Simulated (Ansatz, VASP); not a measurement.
## One calculation of Ag, two programs

```
CELL_PARAMETERS angstrom
0.06129 2.07375 2.07375
2.07375 0.06129 2.07375
2.07375 2.07375 0.06129
ATOMIC_POSITIONS crystal
Ag 0.00000 0.00000 0.00000
```

Change from the starting cell: equal xy, yz and zx shear strains of +3 %.

Alike in both runs: task single point; functional PBE; k mesh 15 × 15 × 15; occupations fermi-dirac, width 0.05 eV; no spin polarisation.

|  | VASP | Ansatz |
| --- | --- | --- |
| version | VASP 6.6.1 | Ansatz 0.2.0 |
| potentials or method | VASP PAW PBE potentials, release 64 (Ag), cutoff 520 eV | all-electron LAPW, scalar-relativistic |

Ansatz gave:

| Property | Result |
| --- | --- |
| pressure (GPa) | 4.9 |
| largest component of the traceless stress (GPa) | 1.30 |

Task: Which values does VASP return?

Result: Pressure (GPa): 4.8; largest component of the traceless stress (GPa): 1.28.

Ansatz ran all-electron here, so the differences hold the error of VASP's frozen core and of both bases.
